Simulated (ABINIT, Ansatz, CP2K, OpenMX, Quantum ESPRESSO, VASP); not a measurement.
**One calculation of HfO2, 6 ways**

```
CELL_PARAMETERS angstrom
5.11800 0.00000 0.00000
0.00000 5.18570 0.00000
-0.85866 0.00000 5.21387
ATOMIC_POSITIONS crystal
Hf 0.27550 0.46030 0.70800
Hf 0.72450 0.96030 0.79200
Hf 0.72450 0.53970 0.29200
Hf 0.27550 0.03970 0.20800
O 0.07420 0.16840 0.84670
O 0.92580 0.66840 0.65330
O 0.92580 0.83160 0.15330
O 0.07420 0.33160 0.34670
O 0.44870 0.74190 0.98010
O 0.55130 0.24190 0.51990
O 0.55130 0.25810 0.01990
O 0.44870 0.75810 0.48010
```

Alike in all runs: task single point; functional PBE; k mesh 5 × 5 × 5; occupations fermi-dirac, width 0.05 eV; no spin polarisation; no spin-orbit coupling. Pressure is positive in compression and, in plane waves, holds the error of the finite cutoff.

```tsv
program and potentials	plane-wave cutoff (eV)	notes	pressure (GPa)	largest force (eV/Å)
CP2K, POTENTIAL_UZH Hf GTH-PBE-q12, O GTH-PBE-q6; TZVP-MOLOPT-PBE-GTH basis	-	atomic basis; 8 valence electrons an atom on average	-0.02	0.377
Ansatz, all-electron LAPW, scalar-relativistic	-	-	5.88	0.482
OpenMX, OpenMX 2013 PBE set, Hf7.0-s3p2d2f1, O6.0-s2p2d1, grid cutoff 400 Ry	-	atomic basis; 8 valence electrons an atom on average	1.57	0.471
Quantum ESPRESSO, SSSP 1.3 efficiency PBE	816	8 valence electrons an atom on average	?	?
VASP, PBE PAW files Hf_pv, O, 520 eV	520	7.33 valence electrons an atom on average	2.65	0.458
ABINIT, JTH PAW PBE v2.0	626	8 valence electrons an atom on average	2.94	0.458
```

Question: Estimate from the other rows what the run with Quantum ESPRESSO, SSSP 1.3 efficiency PBE gave.

Answer: Pressure 3.89 GPa; largest force 0.461 eV/Å. The other rows, which needn't bracket it: pressure -0.02 to 5.88; largest force 0.377 to 0.482.
